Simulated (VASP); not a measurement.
The system is Se.

```xyz
1
Lattice="-1.7034 1.7034 1.7034 1.7034 -1.7034 1.7034 1.7034 1.7034 -1.7034" Properties=species:S:1:pos:R:3 pbc="T T T"
Se    0.0000    0.0000    0.0000
```

This isn't the form of Se at room conditions, which is trigonal, of chains.

Base run:

* Program: VASP 6.6.1
* Functional: PBE
* Potentials or basis: VASP PAW PBE potentials, release 64 (Se)
* Cutoff: 520 eV
* k mesh: 10 × 10 × 10
* Occupations: gaussian, width 0.1 eV
* Spin: no spin polarisation

Its results: band gap on the k mesh none (metal or under the smearing width); pressure 2.0 GPa.

Question: The run is repeated on the same cell with these changes: k mesh from 10 × 10 × 10 to 2 × 2 × 2, shifted; further incar settings from ALGO = Fast; EDIFF = 1e-07; NBANDS = 9 to ALGO = Normal; EDIFF = 1e-06; NBANDS = 9. What comes out?

Answer: Band gap on the k mesh none (metal or under the smearing width); pressure 32.6 GPa.

Caveats: some runs use coarse meshes; a pressure of tens of GPa on the cell as given is suspect, and the run, the potentials or the cell itself is likely at fault (some runs).
